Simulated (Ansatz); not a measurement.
Results of PBE in Ansatz (PAW) for rock-salt LiI.

The run printed, among other lines:

```
WARN output.stress: scf.convergence.dr2_threshold = 1e-9 eV is looser than the 2e-10 eV advised for a printed stress (1e-10 eV for each atom of the cell: 2)
Crystal: 2 atoms, lattice volume = 52.350 Å³
Basis set: ecut = 520 eV, 1411 PW (Γ), exchange–correlation on 64×64×64 points (8 copies of the dense FFT grid, shifted against one another)
Bands: 14, of which v1, the nominal top of the filled ones, is band 10 counted from 1 (9 counted from 0)
Symmetry: 48 space group operations
Space group: Fm-3m (ITA 225), of the structure as read, at distance tolerance 3.7e-5 Å
k-points: 47 of 1000
Functional: x = pbe(κ = 0.804, μ = 0.2195149727645171), c = pbe(β = 0.06672455060314922)
SCF iter   1: F=—  HF=-7719.995470 eV  |F-HF|=—  |Δ(HF+E_count)|=         —  Δρ=6.13e-4  dr2=3.46e-4
SCF iter   2: F=—  HF=-7719.994857 eV  |F-HF|=—  |Δ(HF+E_count)|=   6.13e-4  Δρ=5.56e-4  dr2=3.38e-4
  ...
SCF iter   7: F=—  HF=-7719.994802 eV  |F-HF|=—  |Δ(HF+E_count)|=   8.89e-9  Δρ=1.39e-6  dr2=2.16e-9
SCF iter   8: F=-7719.994802 eV  HF=-7719.994802 eV  |F-HF|=6.82e-11  |Δ(HF+E_count)|=   1.01e-9  Δρ=2.41e-7  dr2=6.45e-11
SCF 1 converged in 8 iterations: F = -7719.994802 eV  dr2 = 6.45e-11
SCF converged after 8 iterations
Free energy (F): -7719.994802 eV
Internal energy: -7719.994802 eV  (E = F + TS)
E sigma→0 (E₀):  -7719.994802 eV
Fermi energy:    6.674974 eV
--- Forces (eV/Å), atoms counted from 1 ---
  atom   1  Li    -0.00000000     0.00000000     0.00000000
  atom   2  I      0.00000000    -0.00000000     0.00000000
--- Stress (GPa, compression-positive) ---
        0.884198       0.000000      -0.000000
        0.000000       0.884198      -0.000000
        0.000000      -0.000000       0.884198
  P = ⅓ Tr σ = 0.8842 GPa (8.842 kbar)
```

Task: Write an input file that produces this run.

Result: Several could match; the one computed here: 
Ansatz 0.2 input:
```yaml
crystal:
  lattice:
    - [0.0, 2.9691213029, 2.9691213029]
    - [2.9691213029, 0.0, 2.9691213029]
    - [2.9691213029, 2.9691213029, 0.0]
  atoms:
    - { symbol: Li, position: [0.0, 0.0, 0.0] }
    - { symbol: I, position: [0.5, 0.5, 0.5] }
basis:
  ecutwfc: 520
  ecutrho_ratio: 4
  xc_grid: 2
kpoints:
  mp_grid: { grid: [10, 10, 10] }
hamiltonian:
  xc: pbe
  dispersion: none
  pseudopotentials: { kind: paw }
scf:
  occupations: { method: fermi_dirac, width: 0.01 }
  convergence: { dr2_threshold: 0.000000001 }
output:
  forces: true
  stress: true
  eigenvalues: true
```

The cell is one volume of an energy–volume scan, off the minimum.

Ansatz is an electronic-structure program.
